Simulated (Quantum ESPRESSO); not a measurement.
A run of Quantum ESPRESSO 7.5 is set up as follows.

Contents of run.py:

```python
import numpy as np
from ase.calculators.espresso import Espresso, EspressoProfile
from ase.io import read

atoms = read('POSCAR')

input_data = {
    'control': {'calculation': 'scf', 'prefix': 'pwscf', 'outdir': './tmp', 'tprnfor': True, 'tstress': True, 'disk_io': 'nowf'},
    'system': {'ecutwfc': 55.0, 'ecutrho': 440.0, 'nbnd': 10, 'occupations': 'smearing', 'smearing': 'fd', 'degauss': 0.00367493},
    'electrons': {'conv_thr': 2e-10, 'electron_maxstep': 120, 'mixing_beta': 0.5},
}
pseudopotentials = {'Cs': 'Cs_pbe_v1.uspp.F.UPF'}
profile = EspressoProfile(command='pw.x', pseudo_dir='pseudo')
dft = Espresso(profile=profile, input_data=input_data, pseudopotentials=pseudopotentials, kpts=(6, 6, 6), koffset=(0, 0, 0))
atoms.calc = dft

print(f'energy {atoms.get_potential_energy():.8f} eV')
print('forces (eV/A)')
print(np.round(atoms.get_forces(), 6))
print('stress (eV/A^3, Voigt)')
print(np.round(atoms.get_stress(), 8))
print(f'Fermi level {dft.get_fermi_level():.4f} eV')
```

POSCAR

```
Cs
1.0
   -3.1284650614      3.1284650614      3.1284650614
    3.1284650614     -3.1284650614      3.1284650614
    3.1284650614      3.1284650614     -3.1284650614
Cs
1
Direct
    0.0000000000      0.0000000000      0.0000000000
```

Potentials or basis: SSSP 1.3 efficiency PBE.

Run with:

```sh
$ OMP_NUM_THREADS=1 python run.py
```

(1) Predict the pressure.

(2) Predict the band gap on the k mesh.

Answers

(1) -0.1 GPa.

(2) none (metal or under the smearing width).
